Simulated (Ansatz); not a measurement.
# Elastic constants of Mo at 22 GPa (stress–strain coefficients): input and output

Level of theory: DFT PBEsol, scalar-relativistic, plane waves, PAW (Ansatz).

Launched with:
```bash
ansatz run input.yaml --threads 1 --pin off --max-ram 3072MiB --backend cpu --events-out ev --progress --plain --runs-dir out
```

Input (bare energies are in eV):
```yaml
crystal:
  lattice:
    - [-1.5297629644, 1.5297629644, 1.5297629644]
    - [1.5297629644, -1.5297629644, 1.5297629644]
    - [1.5297629644, 1.5297629644, -1.5297629644]
  atoms:
    - { symbol: Mo, position: [0.0, 0.0, 0.0] }
basis:
  ecutwfc: 420
kpoints:
  mp_grid: { grid: [20, 20, 20] }
hamiltonian:
  xc: pbesol
scf:
  occupations: { method: fermi_dirac, width: 0.15 }
output:
  forces: true
  stress: true
  eigenvalues: true
elastic:
  mode: relaxed_ion
  amplitude: 0.005
```

From the output:
```
--- Elastic constants: 2 strain directions × 4 members + reference (group order 48) ---
  dense FFT box of the reference and of every strained cell: 18×18×18
  strains applied: 11, 23; error gains: componentwise 1.00 (the most a stress slope's error grows in a printed constant), spectral 1.73 (1 for all six strains in a standard setting)
  C = ∂σ_k/∂η_j (tension-positive GPa; Voigt order 11 22 33 23 13 12):
       612.505    243.071    243.071     -0.000     -0.000     -0.000
       243.071    612.505    243.071     -0.000      0.000     -0.000
       243.071    243.071    612.505     -0.000     -0.000      0.000
         0.000     -0.000      0.000    133.905     -0.000     -0.000
        -0.000      0.000      0.000      0.000    133.905      0.000
        -0.000      0.000     -0.000     -0.000     -0.000    133.905
  reference stress σ⁰ (GPa):    -22.005    -22.005    -22.005     -0.000      0.000      0.000
  C* (energy form; C + prestress term) asymmetry max|C*_kj − C*_jk| = 2.842e-14 GPa — a small one proves nothing (zero by symmetry where the batch's group is 432, −43m or m−3m); a large one is finite-difference/SCF noise where every solve ...
  moduli (Voigt/Reuss/Hill, GPa): K = 366.22/366.22/366.22   G = 154.23/150.46/152.35   E = 401.38   ν = 0.317
  mechanically stable: yes (min eigenvalue of sym C = 133.91 GPa)
  strain η (Voigt 11):  stress-route row diagonal C_11 = 612.50 GPa, energy-path curvature d²(F+E_count+ΔE)/dδ²/Ω₀ = 612.49 GPa
    cells at ±δ against ±2δ: C21 243.12 and 243.28 GPa, apart by 0.02 % of the column's largest entry
         δ    σ_11 (GPa) F (eV) n_scf n_hpsi n_pw
    -1.000e-2     -28.3131       -4897.4061559       7  130427    289   relax 0 steps, max|allowed force component| 0.00e0 eV/Å
    -5.000e-3     -25.1135       -4897.4180901       3  108547    297   relax 0 steps, max|allowed force component| 0.00e0 eV/Å
     5.000e-3     -18.9882       -4897.4377708       4  108708    321   relax 0 steps, max|allowed force component| 0.00e0 eV/Å
     1.000e-2     -16.0613       -4897.4455990       6  116867    321   relax 0 steps, max|allowed force component| 0.00e0 eV/Å
  strain η (Voigt 23):  stress-route row diagonal C_44 = 133.91 GPa, energy-path curvature d²(F+E_count+ΔE)/dδ²/Ω₀ = 144.91 GPa
    cells at ±δ against ±2δ: C44 133.92 and 133.98 GPa, apart by 0.04 % of the column's largest entry
         δ    σ_23 (GPa) F (eV) n_scf n_hpsi n_pw
    -1.000e-2      -1.3398       -4897.4279667       7  245796    313   relax 0 steps, max|allowed force component| 0.00e0 eV/Å
    -5.000e-3      -0.6696       -4897.4284527       4  194712    321   relax 0 steps, max|allowed force component| 0.00e0 eV/Å
     5.000e-3       0.6696       -4897.4284527       4  193303    321   relax 0 steps, max|allowed force component| 0.00e0 eV/Å
     1.000e-2       1.3398       -4897.4279667       6  213239    313   relax 0 steps, max|allowed force component| 0.00e0 eV/Å
```

It took 31 s on 1 thread of AMD EPYC 9R45 96-Core Processor (Zen 5), on a shared host, peak memory 0.55 GiB.

In a metal, frequencies and elastic constants depend on the k mesh and the smearing, soft modes and shear constants most.